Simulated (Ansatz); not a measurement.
**Property card for TaN**

Theory: DFT PBE, scalar-relativistic, plane waves, PAW in Ansatz.

Plane waves to 420 eV, a k mesh through Γ of 18×18×8 on the computed 4-atom cell and Gaussian smearing (0.10 eV); no spin polarisation.

The structure is relaxed at this level of theory with its symmetry kept. This wurtzite form isn't the usual stable structure of the compound.

It takes space group P6_3mc (No. 186, hexagonal). The conventional cell has a = 3.152 Å, b = 3.152 Å, c = 6.105 Å, α = 90.00°, β = 90.00°, γ = 120.00°. Ta (site symmetry 3m) has 4 N at 1.98 to 2.11 Å as nearest neighbours. Around N (site symmetry 3m) lie 4 Ta at 1.98 to 2.11 Å.

```json
{
 "Volume per atom": "13.13 Å³",
 "Formation energy from the elements' standard states (uncorrected)": "-0.755 eV/atom",
 "Kohn–Sham band gap": "none (metal)",
 "Density of states at the Fermi level": "0.86 states/eV per cell",
 "Löwdin character within 0.5 eV of the Fermi level": "Ta 5d 70 %, N 2p 15 %, Ta 6s 8 %",
 "Bulk modulus": "237 GPa",
 "Its pressure derivative": "3.9",
 "Bader charges (e)": "Ta (2 in the cell) 1.65, N (2 in the cell) -1.65"
}
```

Spin-orbit coupling is left out, which matters for the bands of heavy elements.